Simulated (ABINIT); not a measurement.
Runs of ABINIT 10.8.3 (patched build) on FeO. The structure is tetragonal, space group I4/mmm (No. 139). Conventional cell: a = 3.204 Å, b = 3.204 Å, c = 4.167 Å, α = 90.00°, β = 90.00°, γ = 90.00°. Fe (site symmetry 4/mmm) is surrounded by 6 O at 2.08 to 2.27 Å. O (site symmetry 4/mmm) is surrounded by 6 Fe at 2.08 to 2.27 Å. The cell comes from a database or a generator and needn't be the stable form of this composition.

```csv
U,gap on the mesh (eV),pressure (GPa),moment (μB)
Fe d U = 8 eV,none,-5.0,4.05
Fe d U = 4 eV,none,-7.7,(a)
Fe d U = 2 eV,none,-3.0,4.00
Fe d U = 6 eV,none,(b),4.04
Fe d U = 0 eV,none,(c),4.00
```

Alike in all rows: task single point; level PBE+U; potentials or basis JTH PAW PBE v2.0; spin collinear, ferromagnetic start; cell as given; k mesh 8 × 8 × 8; cutoff (eV) 707; smearing fermi-dirac 0.05 eV.

Estimate the missing entries.

(a) 4.01; (b) -6.4; (c) -9.3.

Caveats: a cell with one magnetic atom can't hold antiferromagnetic order, which such compounds often take.

A gap of «none» marks a metal or a gap under the smearing width.
